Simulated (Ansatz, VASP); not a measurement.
## MgI2: VASP beside Ansatz

File INCAR:

```
SYSTEM = MgI2
  PREC = Accurate
  ENCUT = 520
  EDIFF = 1E-7
  ISMEAR = 0
  SIGMA = 0.05
  LREAL = .FALSE.
  LASPH = .TRUE.
  NELM = 80
  ALGO = Normal
  ISIF = 2
  LWAVE = .FALSE.
  LCHARG = .TRUE.
  GGA = PE
  LELF = .TRUE.
  LVHAR = .TRUE.
  NBANDS = 15
```

Contents of KPOINTS:

```
Automatic mesh
0
G
  6 6 4
  0 0 0
```

POSCAR

```
MgI2
1.0
    4.0918639477      0.0000000000      0.0000000000
   -2.0459319739      3.5436581276      0.0000000000
    0.0000000000      0.0000000000      7.5975677033
Mg I
1 2
Direct
    0.0000000000      0.0000000000      0.0000000000
    0.3333333333      0.6666666667      0.7666648737
    0.6666666667      0.3333333333      0.2333351263
```

Input for Ansatz:

```yaml
crystal:
  lattice:
    - [4.0918639477, 0.0, 0.0]
    - [-2.0459319739, 3.5436581276, 0.0]
    - [0.0, 0.0, 7.5975677033]
  atoms:
    - { symbol: Mg, position: [0.0, 0.0, 0.0] }
    - { symbol: I, position: [0.3333333333, 0.6666666667, 0.7666648737] }
    - { symbol: I, position: [0.6666666667, 0.3333333333, 0.2333351263] }
basis:
  ecutwfc: 520.0
kpoints:
  mp_grid: { grid: [6, 6, 4] }
hamiltonian:
  xc: pbe
scf:
  occupations: { method: gaussian, width: 0.05 }
output:
  forces: true
  stress: true
  eigenvalues: true
```

Alike in both runs: task single point; functional PBE; k mesh 6 × 6 × 4; occupations gaussian, width 0.05 eV; no spin polarisation.

|  | VASP | Ansatz |
| --- | --- | --- |
| version | VASP 6.6.1 | Ansatz 0.2.0 |
| potentials or method | VASP PAW PBE potentials, release 64 (Mg, I) | scalar-relativistic, plane waves, PAW |
| plane-wave cutoff (eV) | 520 | 520 |
| valence electrons in the cell | 16 | 44 |

Ansatz gave:

| Item | Value |
| --- | --- |
| gap on the k mesh at the Fermi level (eV) | 3.36 |
| least direct gap on the mesh (eV) | 3.54 |
| pressure (GPa) | 0.2 |
| largest component of the traceless stress (GPa) | 1.56 |
| rms of the force components (eV/Å) | 0.144 |

Task: Which values does VASP return?

Result: gap on the k mesh at the Fermi level (eV): 3.34; least direct gap on the mesh (eV): 3.52; pressure (GPa): 0.2; largest component of the traceless stress (GPa): 1.55; rms of the force components (eV/Å): 0.149.

Atom by atom the forces differ by 0.005 eV/Å (rms over components). The two sets of potentials don't hold the same shells in valence.

Caveats: spin-orbit coupling is left out, which moves the levels of the heavy elements; this functional lacks dispersion, which binds the layers, so the pressure and a relaxed spacing across them are unreliable. A k mesh can miss the band edges.
